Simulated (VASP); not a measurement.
# Cr (P6_3/mmc) in VASP: a series of runs, part 3 of 3

VASP 6.6.1. Earlier steps stand in the parts before.

### Step 4. Relaxation of cell and atoms, PBEsol

This run uses another cell than the first one, of 14.10 Å³/atom, 1.230 times its volume.

Input file INCAR:

```
SYSTEM = Cr
PREC = Accurate
ENCUT = 600
EDIFF = 1E-6
ISMEAR = 0
SIGMA = 0.1
LREAL = .False.
LASPH = .True.
NELM = 100
ALGO = Normal
ISIF = 3
LWAVE = .False.
LCHARG = .False.
GGA = PS
IBRION = 2
NSW = 90
EDIFFG = -0.04
```

Input file KPOINTS:

```
Automatic mesh
0
Gamma
  6 6 2
  0 0 0
```

Input file POSCAR:

```
Cr
1.0
    2.8812770771      0.0000000000      0.0000000000
   -1.4406385386      2.4952591441      0.0000000000
    0.0000000000      0.0000000000      7.8473806572
Cr
4
Direct
    0.0000000000      0.0000000000      0.2500000000
    0.0000000000      0.0000000000      0.7500000000
    0.3333333333      0.6666666667      0.7500000000
    0.6666666667      0.3333333333      0.2500000000
```

Potentials or basis: VASP PAW PBE potentials, release 64 (Cr_pv).

Command:

```sh
$ cat potpaw_PBE.64/Cr_pv/POTCAR > POTCAR
$ mpirun -np 1 vasp_std > vasp.out
```

OUTCAR:

```text
SYSTEM = Cr
   PREC = Accurate
   ENCUT = 600
   EDIFF = 1E-6
   ISMEAR = 0
   LREAL = .False.
   LASPH = .True.
   NELM = 100
   ISIF = 3
   GGA = PS
   IBRION = 2
   NSW = 90
   EDIFFG = -0.04

 ion  position               nearest neighbor table
   1  0.000  0.000  0.250-   4 1.66   4 1.66   4 1.66
   2  0.000  0.000  0.750-   3 1.66   3 1.66   3 1.66
   3  0.333  0.667  0.750-   2 1.66   2 1.66   2 1.66
   4  0.667  0.333  0.250-   1 1.66   1 1.66   1 1.66

  LATTYP: Found a hexagonal cell.
 ALAT       =     2.8812770771
 C/A-ratio  =     2.7235772358

  Lattice vectors:

 A1 = (   2.8812770771,   0.0000000000,   0.0000000000)
 A2 = (  -1.4406385386,   2.4952591441,   0.0000000000)
 A3 = (   0.0000000000,   0.0000000000,   7.8473806572)

Analysis of symmetry for initial positions (statically):
=====================================================================
 Subroutine PRICEL returns:
 Original cell was already a primitive cell.

 Routine SETGRP: Setting up the symmetry group for a
 hexagonal supercell.

 Subroutine GETGRP returns: Found 24 space group operations
 (whereof 12 operations were pure point group operations)
 out of a pool of 24 trial point group operations.

The static configuration has the point symmetry D_3d.
 The point group associated with its full space group is D_6h.

Analysis of symmetry for dynamics (positions and initial velocities):
=====================================================================
 Subroutine PRICEL returns:
 Original cell was already a primitive cell.

 Routine SETGRP: Setting up the symmetry group for a
 hexagonal supercell.

 Subroutine GETGRP returns: Found 24 space group operations
 (whereof 12 operations were pure point group operations)
 out of a pool of 24 trial point group operations.

The dynamic configuration has the point symmetry D_3d.
 The point group associated with its full space group is D_6h.

 Subroutine INISYM returns: Found 24 space group operations
 (whereof 12 operations are pure point group operations),
 and found     1 'primitive' translations

----------------------------------------------------------------------------------------

                                     Primitive cell

  volume of cell :      56.4190

  direct lattice vectors                    reciprocal lattice vectors
     2.881277077  0.000000000  0.000000000     0.347068322  0.200379989  0.000000000
    -1.440638539  2.495259144  0.000000000     0.000000000  0.400759978  0.000000000
     0.000000000  0.000000000  7.847380657     0.000000000  0.000000000  0.127431055

  length of vectors
     2.881277077  2.881277077  7.847380657     0.400759978  0.400759978  0.127431055

  position of ions in fractional coordinates (direct lattice)
     0.000000000  0.000000000  0.250000000
     0.000000000  0.000000000  0.750000000
     0.333333333  0.666666667  0.750000000
     0.666666667  0.333333333  0.250000000

  ion indices of the primitive-cell ions
   primitive index   ion index
                 1           1
                 2           2
                 3           3
                 4           4

----------------------------------------------------------------------------------------

 KPOINTS: Automatic mesh

Automatic generation of k-mesh.
 Grid dimensions read from file:
 generate k-points for:    6    6    2

 Generating k-lattice:

  Cartesian coordinates                     Fractional coordinates (reciprocal lattice)
     0.057844720  0.033396665  0.000000000     0.166666667  0.000000000  0.000000000
     0.000000000  0.066793330  0.000000000     0.000000000  0.166666667  0.000000000
     0.000000000  0.000000000  0.063715528     0.000000000  0.000000000  0.500000000

  Length of vectors
     0.066793330  0.066793330  0.063715528

  Shift w.r.t. Gamma in fractional coordinates (k-lattice)
     0.000000000  0.000000000  0.000000000

 Subroutine IBZKPT returns following result:
 ===========================================

 Found     14 irreducible k-points:

 Following reciprocal coordinates:
            Coordinates               Weight
  0.000000  0.000000  0.000000      1.000000
  0.166667 -0.000000  0.000000      6.000000
  0.333333  0.000000  0.000000      6.000000
  0.500000 -0.000000  0.000000      3.000000
  0.166667  0.166667  0.000000      6.000000
  0.333333  0.166667  0.000000     12.000000
  0.333333  0.333333  0.000000      2.000000
  0.000000  0.000000  0.500000      1.000000
  0.166667 -0.000000  0.500000      6.000000
  0.333333  0.000000  0.500000      6.000000
  0.500000 -0.000000  0.500000      3.000000
  0.166667  0.166667  0.500000      6.000000
  0.333333  0.166667  0.500000     12.000000
  0.333333  0.333333  0.500000      2.000000
   k-points           NKPTS =     14   k-points in BZ     NKDIM =     14   number of bands    NBANDS=     28
   number of dos      NEDOS =    301   number of ions     NIONS =      4
   total plane-waves  NPLWV =  36864
   dimension x,y,z NGX =    24 NGY =   24 NGZ =   64
   dimension x,y,z NGXF=    48 NGYF=   48 NGZF=  128
   ions per type =               4
   NGX,Y,Z   is equivalent  to a cutoff of  13.85, 13.85, 13.56 a.u.
   NGXF,Y,Z  is equivalent  to a cutoff of  27.70, 27.70, 27.12 a.u.
 SYSTEM =  Cr
   PREC   = accura    normal or accurate (medium, high low for compatibility)
   ISTART =      0    job   : 0-new  1-cont  2-samecut
   ICHARG =      2    charge: 1-file 2-atom 10-const
   ISPIN  =      1    spin polarized calculation?
   LNONCOLLINEAR =      F non collinear calculations
   LSORBIT =      F    spin-orbit coupling
   LASPH  =      T    aspherical Exc in radial PAW
   ENCUT  =  600.0 eV  44.10 Ry    6.64 a.u.   5.75  5.75 15.67*2*pi/ulx,y,z
   NELM   =    100;   NELMIN=  2; NELMDL= -5     # of ELM steps
   EDIFF  = 0.1E-05   stopping-criterion for ELM
   LREAL  =      F    real-space projection
   EDIFFG = -.4E-01   stopping-criterion for IOM
   NSW    =     90    number of steps for IOM
   IBRION =      2    ionic relax: 0-MD 1-quasi-New 2-CG
   NFREE  =      1    steps in history (QN), initial steepest desc. (CG)
   ISIF   =      3    stress and relaxation
   ISYM   =      2    0-nonsym 1-usesym 2-fastsym
   POTIM  = 0.5000    time-step for ionic-motion
   TEBEG  =    0.0;   TEEND  =   0.0 temperature during run
   PSTRESS=    0.0 pullay stress
   NELECT =      48.0000    total number of electrons
   NUPDOWN=      -1.0000    fix difference up-down
   EMIN   =  10.00;   EMAX   =-10.00  energy-range for DOS
   EFERMI =   0.00;   METHOD = LEGACY
   ISMEAR =     0;   SIGMA  =   0.10  broadening in eV -4-tet -1-fermi 0-gaus
   EFERMI_NEDOS =   21; number of points for ismear=-14 and -15
   IALGO  =     38    algorithm
   IMIX   =      4    mixing-type and parameters
     AMIX     =   0.40;   BMIX     =  1.00
     AMIX_MAG =   1.60;   BMIX_MAG =  1.00
  volume/ion in A,a.u.               =      14.10        95.18
  Fermi-wavevector in a.u.,A,eV,Ry     =   1.551244  2.931426 32.740487  2.406358
  Thomas-Fermi vector in A             =   2.655791
   LORBIT       =      0    0 simple, 1 ext, 2 COOP (PROOUT), +10 PAW based schemes
   GGA     = PS    functional components
   LHFCALC =     F    Hartree Fock is set to
   AEXX    =    0.0000 exact exchange contribution
   IVDW    =     0    specifies the selected vdW correction
   LEPSILON=     F    determine dielectric tensor
   LRPA    =     F    only Hartree local field effects (RPA)
 conjugate gradient relaxation of ions
 non-spin polarized calculation
 Gauss-broadening in eV      SIGMA  =   0.10
  energy-cutoff  :      600.00
  volume of cell :       56.42
 maximum number of plane-waves:      1904
 NGX is ok and might be reduce to    24
   NGX = 11   NGY = 11   NGZ = 31

--------------------------------------- Ionic step        1  -------------------------------------------

 number of electron      48.0000047 magnetization

 Free energy of the ion-electron system (eV)
  ---------------------------------------------------
  ext. energy  EPLUGINS =         0.00000000
  ---------------------------------------------------
  free energy    TOTEN  =       -17.66875380 eV

  energy without entropy =      -17.65203357  energy(sigma->0) =      -17.66039369

------------------------ aborting loop because EDIFF is reached ----------------------------------------

  FORCE on cell =-STRESS in cart. coord.  units (eV):
  Direction    XX          YY          ZZ          XY          YZ          ZX
  --------------------------------------------------------------------------------------
  -------------------------------------------------------------------------------------
  Total       73.3533809     73.3533809     -7.0166999     -0.0000000      0.0000000      0.0000000
  in kB     2083.0769731   2083.0769731   -199.2590649     -0.0000000      0.0000000      0.0000000
  external PRESSURE =    1322.2982938 kB  Pullay stress =       0.0000000 kB
[... 1862 lines left out ...]
     27      11.7465      0.00000
     28      11.7465      0.00000

[... ionic steps 4 to 19 ...]

--------------------------------------- Ionic step       20  -------------------------------------------

 number of electron      47.9999924 magnetization

------------------------ aborting loop because EDIFF is reached ----------------------------------------
[... 71 lines left out ...]
--------------------------------------- Ionic step       22  -------------------------------------------

 number of electron      47.9999917 magnetization

 Free energy of the ion-electron system (eV)
  ---------------------------------------------------
  ext. energy  EPLUGINS =         0.00000000
  ---------------------------------------------------
  free energy    TOTEN  =       -36.43362410 eV

  energy without entropy =      -36.41884693  energy(sigma->0) =      -36.42623551

 E-fermi :   8.7366     XC(G=0): -12.7955

 val. band max:        8.5897282773   @ k =   0.1667  -0.0000   0.0000
 cond. band min:       8.7406571385   @ k =   0.1667   0.1667   0.0000
 fundamental gap:      0.1509288612
 Fermi energy:         8.7366125460
[... 463 lines left out ...]
  FREE ENERGIE OF THE ION-ELECTRON SYSTEM (eV)
  ---------------------------------------------------
  free  energy   TOTEN  =       -36.4336240955 eV

  energy  without entropy=      -36.4188469317  energy(sigma->0) =      -36.42623551

 reached required accuracy - stopping structural energy minimisation
```

Run time: 4.9 min. Hardware: 1 thread of Intel Xeon 6975P-C (Granite Rapids), shared host; peak memory 0.2 GiB.

Results:

```
Free energy                            : -36.4336 eV
Relaxed volume                         : 13.30 Å³/atom
Relaxed cell                           : a = 3.747 Å, b = 3.747 Å, c = 4.374 Å, α = 90.00°, β = 90.00°, γ = 120.00°
Space group after relaxing (to 0.05 Å) : P6_3/mmc (No. 194)
Energy gained by relaxing              : 4691.2 meV/atom
Ionic steps                            : 22
Pressure after relaxing                : -0.1 GPa
Band gap on the k mesh                 : none (metal or under the smearing width)
```

Step by step:
| step | energy change (eV) | largest force (eV/Å) | pressure (GPa) | volume (Å³) |
| --- | --- | --- | --- | --- |
| 1 | 0.0000 | 0.0000 | 132.23 | 56.42 |
| 2 | 11.6200 | 0.0000 | -62.27 | 183.44 |
| 3 | -9.9412 | 0.0000 | -21.35 | 109.59 |
| 4 | -11.3454 | 0.0000 | -19.28 | 99.37 |
| 5 | -11.6011 | 0.0000 | 14.66 | 73.45 |
| 6 | -12.4235 | 0.0000 | -12.67 | 87.70 |
| 7 | -12.5302 | 0.0000 | -6.78 | 82.72 |
| 8 | -12.5341 | 0.0000 | -7.76 | 83.41 |
| 9 | -14.0011 | 0.0000 | -10.73 | 74.41 |
| 10 | -16.2387 | 0.0000 | -10.92 | 63.79 |
| 11 | -16.3035 | 0.0000 | 73.88 | 42.10 |
| 12 | -17.6517 | 0.0000 | -4.82 | 56.73 |
| 13 | -18.0724 | 0.0000 | 35.85 | 46.15 |
| 14 | -18.3395 | 0.0000 | 8.22 | 51.69 |
| 15 | -18.4056 | 0.0000 | 20.58 | 48.76 |
| 16 | -18.4235 | 0.0000 | 16.19 | 49.66 |
| 17 | -18.4775 | 0.0000 | 8.46 | 51.08 |
| 18 | -18.6771 | 0.0000 | 10.68 | 50.49 |
| 19 | -18.7532 | 0.0000 | -3.05 | 54.08 |
| 20 | -18.7643 | 0.0000 | 0.28 | 53.09 |
| 21 | -18.7643 | 0.0000 | 0.09 | 53.14 |
| 22 | -18.7649 | 0.0000 | -0.12 | 53.19 |

Final structure:
```cif
data_structure
_symmetry_space_group_name_H-M 'P 1'
_symmetry_Int_Tables_number 1
_cell_length_a 3.7471
_cell_length_b 3.7471
_cell_length_c 4.3741
_cell_angle_alpha 90.000
_cell_angle_beta 90.000
_cell_angle_gamma 120.000
_cell_volume 53.19
loop_
_atom_site_label
_atom_site_type_symbol
_atom_site_fract_x
_atom_site_fract_y
_atom_site_fract_z
_atom_site_occupancy
Cr1 Cr 0.00000 0.00000 0.25000 1
Cr2 Cr 0.00000 0.00000 0.75000 1
Cr3 Cr 0.33333 0.66667 0.75000 1
Cr4 Cr 0.66667 0.33333 0.25000 1
```

Caveat: the k mesh is coarse (spacing up to 0.42 Å⁻¹), so the values aren't converged; the PAW data sets were made with another functional, which shifts forces and pressure a little; the run has no spin polarisation, though such a crystal can be magnetic.

### Step 5. Single point, PBEsol, collinear spin, typed start

This run uses another cell than the first one, of 14.10 Å³/atom, 1.230 times its volume.

Input file INCAR:

```
PREC     = Accurate       # precision mode
ENCUT    = 520            # plane-wave cutoff, eV
EDIFF    = 1E-6           # SCF threshold, eV
ISMEAR   = 0              # smearing method
SIGMA    = 0.1            # smearing width, eV
LREAL    = False          # projectors in reciprocal space
LASPH    = True           # aspherical terms in the spheres
NELM     = 150            # most SCF steps
ALGO     = Normal         # electronic algorithm
ISIF     = 2              # what is computed and relaxed
LWAVE    = False          # write WAVECAR
LCHARG   = False          # write CHGCAR
ISPIN    = 2              # spin polarisation
MAGMOM   = 3 3 3 3        # initial moments
LORBIT   = 11             # projections on sites
LMAXMIX  = 4              # l up to which the mixer works
GGA      = PS             # functional
NBANDS   = 36             # bands
```

Input file KPOINTS:

```
regular mesh
0
Gamma
  9 9 4
```

POSCAR is that of step 4.

Command:

```sh
$ cat potpaw_PBE.64/Cr_pv/POTCAR > POTCAR
$ mpirun -np 1 vasp_std > vasp.out
```

It took 65 s on 1 thread of Intel Xeon 6975P-C (Granite Rapids), shared host; peak memory 0.26 GiB.

It converged, with:

* Free energy: -17.7271 eV
* Pressure: 132.4 GPa
* Band gap on the k mesh: none (metal or under the smearing width)
* Net moment: 0.00 μB per cell
* All electrons inside the program's atomic spheres: Cr 12.73

Stress tensor (GPa, compression positive):
```
206.43   0.00   0.00
  0.00 206.43   0.00
  0.00   0.00 -15.62
```

Levels at points of the mesh, in eV from the Fermi level:
Spin up:
| k point | band 22 | band 23 | band 24 | band 25 | band 26 | band 27 |
| --- | --- | --- | --- | --- | --- | --- |
| (0.00, 0.00, 0.00) | -1.16 | -1.16 | -1.15 | -1.15 | 0.92 | 0.92 |
| (0.00, 0.00, 0.50) | -1.16 | -1.16 | -1.16 | 0.44 | 0.44 | 0.92 |
Spin down:
```tsv
k point	band 22	band 23	band 24	band 25	band 26	band 27
(0.00, 0.00, 0.00)	-1.16	-1.16	-1.15	-1.15	0.92	0.92
(0.00, 0.00, 0.50)	-1.16	-1.16	-1.16	0.45	0.45	0.92
```

Caveat: the starting moments collapsed, and a magnetic state may lie lower; a pressure of tens of GPa on the cell as given is suspect, and the run, the potentials or the cell itself is likely at fault; the PAW data sets were made with another functional, which shifts forces and pressure a little.

### Step 6. Single point, PBEsol

This run uses another cell than the first one, of 13.28 Å³/atom, 1.157 times its volume.

Input file INCAR:

```
SYSTEM = Cr
ALGO     = Fast           ! electronic algorithm
EDIFF    = 1E-6           ! SCF threshold, eV
ENCUT    = 520            ! plane-wave cutoff, eV
GGA      = PS             ! functional
ISIF     = 2              ! what is computed and relaxed
ISMEAR   = 0              ! smearing method
LASPH    = .TRUE.         ! aspherical terms in the spheres
LCHARG   = .TRUE.         ! write CHGCAR
LELF     = .TRUE.         ! ELF
LREAL    = .FALSE.        ! projectors in reciprocal space
LVHAR    = .TRUE.       
LWAVE    = .FALSE.        ! write WAVECAR
NBANDS   = 32             ! bands
NELM     = 100            ! most SCF steps
PREC     = Accurate       ! precision mode
SIGMA    = 0.1            ! smearing width, eV
```

Input file KPOINTS:

```
k-points
0
G
  15 15 12
  0 0 0
```

Input file POSCAR:

```
Cr
1.0
    3.7751865348      0.0000000000      0.0000000000
   -1.8875932674      3.2694074432      0.0000000000
    0.0000000000      0.0000000000      4.3024677132
Cr
4
Direct
    0.0000000000      0.0000000000      0.2500000000
    0.0000000000      0.0000000000      0.7500000000
    0.3333333333      0.6666666667      0.7500000000
    0.6666666667      0.3333333333      0.2500000000
```

Potentials or basis: VASP PAW PBE potentials, release 64 (Cr_pv).

Command:

```sh
$ cat potpaw_PBE.64/Cr_pv/POTCAR > POTCAR
$ mpirun -np 1 vasp_std > vasp.out
```

It took 2.7 min on 1 thread of Intel Xeon 6975P-C (Granite Rapids), shared host; peak memory 0.33 GiB.

The run converged. Its results:

- Free energy: -36.5721 eV
- Pressure: -1.1 GPa
- Band gap on the k mesh: none (metal or under the smearing width)

Stress tensor (GPa, compression positive):
```
-0.59  0.00  0.00
 0.00 -0.59  0.00
 0.00  0.00 -1.99
```

Levels at points of the mesh, in eV from the Fermi level:
```
           k point  band 22  band 23  band 24  band 25  band 26  band 27
(0.00, 0.00, 0.00)    -0.64    -0.64     0.16     0.16     0.69     0.69
(0.00, 0.00, 0.50)    -0.31    -0.31    -0.31     0.58     0.58     0.58
```

Caveat: the PAW data sets were made with another functional, which shifts forces and pressure a little; the run has no spin polarisation, though such a crystal can be magnetic. Spin polarisation is off, so any magnetic state and its effect on volume and gap are missing.

### Step 7. Summary

```tsv
task	cell	k mesh	cutoff (eV)	mesh quality	gap on the mesh (eV)	pressure (GPa)
single point	P6_3/mmc, 11.47 Å³/atom	21 × 21 × 6	520	not flagged	none	-0.5
single point	P6_3/mmc, 13.31 Å³/atom	6 × 6 × 2	520	coarse	none	0.3
relaxation of cell and atoms	relaxed	6 × 6 × 2	600	coarse	none	-0.1
single point	P6_3/mmc, 13.28 Å³/atom	15 × 15 × 12	520	not flagged	none	-1.1
```

Alike in all rows: level PBEsol; potentials or basis VASP PAW PBE potentials, release 64 (Cr_pv); no spin polarisation; smearing gaussian 0.1 eV.

Caveats: some runs use coarse meshes; the PAW data sets were made with another functional, which shifts forces and pressure a little; the run has no spin polarisation, though such a crystal can be magnetic.

Total energies depend on the potentials used, so only differences within one code and one set of settings carry meaning.
